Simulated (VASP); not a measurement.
The system is Pt.

```
CELL_PARAMETERS angstrom
0.00000 1.96090 1.96090
1.96090 0.00000 1.96090
1.96090 1.96090 0.00000
ATOMIC_POSITIONS crystal
Pt 0.00000 0.00000 0.00000
```

```yaml
Program: VASP 6.6.1
Task: relaxation of cell and atoms
Functional: vdW-DF
Potentials_or_basis: VASP PAW PBE potentials, release 64 (Pt)
Cutoff: 600 eV
k_mesh: 12 × 12 × 12
Occupations: fermi-dirac, width 0.05 eV
Spin: no spin polarisation
```

At the start: pressure 22.0 GPa; volume 15.08 Å³/atom.

Problem. Where does the relaxation end?

Solution. Over 5 steps the energy falls by 82.4 meV/atom and the volume is 16.39 Å³/atom (+8.7 %); space group Fm-3m (No. 225, to 0.05 Å).

The path:
| step | energy change (eV) | largest force (eV/Å) | pressure (GPa) | volume (Å³) |
| --- | --- | --- | --- | --- |
| 1 | 0.0000 | 0.0000 | 22.03 | 15.08 |
| 2 | 0.2615 | 0.0000 | -23.92 | 20.07 |
| 3 | -0.0820 | 0.0000 | -1.29 | 16.51 |
| 4 | -0.0824 | 0.0000 | -0.25 | 16.42 |
| 5 | -0.0824 | 0.0000 | 0.10 | 16.39 |

Final structure:
```xyz
1
Lattice="0.0000 2.0162 2.0162 2.0162 0.0000 2.0162 2.0162 2.0162 0.0000" Properties=species:S:1:pos:R:3 pbc="T T T"
Pt    0.0000    0.0000    0.0000
```

Caveat: the PAW data sets were made with another functional, which shifts forces and pressure a little.
